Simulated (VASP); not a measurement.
TiC:

```
Ti C
1.0
     3.04209    0.00000    0.00000
    -1.52104    2.63452    0.00000
     0.00000    0.00000    2.69797
Ti C
1 1
Direct
  0.00000 0.00000 0.50000
  0.33333 0.66667 0.00000
```

The cell was built by a generator and needn't be a form met in nature.

| Property | Result |
| --- | --- |
| Program | VASP 6.6.1 |
| Task | relaxation of cell and atoms |
| Functional | PBEsol |
| Potentials or basis | VASP PAW PBE potentials, release 64 (Ti_sv, C) |
| Cutoff | 600 eV |
| k mesh | 10 × 10 × 10 |
| Occupations | fermi-dirac, width 0.05 eV |
| Spin | no spin polarisation |

At the start: pressure -6.0 GPa; volume 10.81 Å³/atom.

**Question.** Where does the relaxation end?

**Answer.** Over 5 steps the energy falls by 5.7 meV/atom and the volume is 10.53 Å³/atom (-2.6 %); space group P-6m2 (No. 187, to 0.05 Å).

The path:
```
step  energy change (eV)  largest force (eV/Å)  pressure (GPa)  volume (Å³)
   1              0.0000                0.0001           -5.98        21.62
   2              0.0049                0.0000            7.93        20.38
   3             -0.0114                0.0001            0.00        21.05
   4             -0.0114                0.0001           -0.10        21.06
   5             -0.0114                0.0000           -0.12        21.05
```

Final structure:
```
Ti C
1.0
     3.01467    0.00000    0.00000
    -1.50733    2.61077    0.00000
     0.00000    0.00000    2.67461
Ti C
1 1
Cartesian
  3.0147 0.0000 1.3373
  0.0000 1.7405 0.0000
```

Caveat: the PAW data sets were made with another functional, which shifts forces and pressure a little.
